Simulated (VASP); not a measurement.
Crystal: CdSe.

```xyz
2
Lattice="0.0000 2.8740 2.8740 2.8740 0.0000 2.8740 2.8740 2.8740 0.0000" Properties=species:S:1:pos:R:3 pbc="T T T"
Cd    0.0000    0.0000    0.0000
Se    2.8740    2.8740    2.8740
```

Measurements of this composition are mostly on another form, of space group No. 186.

Base run:

```yaml
Program: VASP 6.6.1
Functional: PBE
Potentials_or_basis: VASP PAW PBE potentials, release 64 (Cd_GW, Se_GW)
Cutoff: 500 eV
k_mesh: 5 × 5 × 5
Occupations: gaussian, width 0.02 eV
Spin: no spin polarisation
```

Its results: band gap on the k mesh 0.05 eV, indirect (least direct gap 0.67 eV); pressure -0.2 GPa.

Problem. The run is repeated on the same cell with these changes: k mesh from 5 × 5 × 5 to 4 × 4 × 4. What comes out?

Solution. Band gap on the k mesh none (metal or under the smearing width); pressure 0.0 GPa.

Caveats: some runs use coarse meshes; an odd mesh through Γ misses points on the zone boundary, where band edges often lie (some runs).
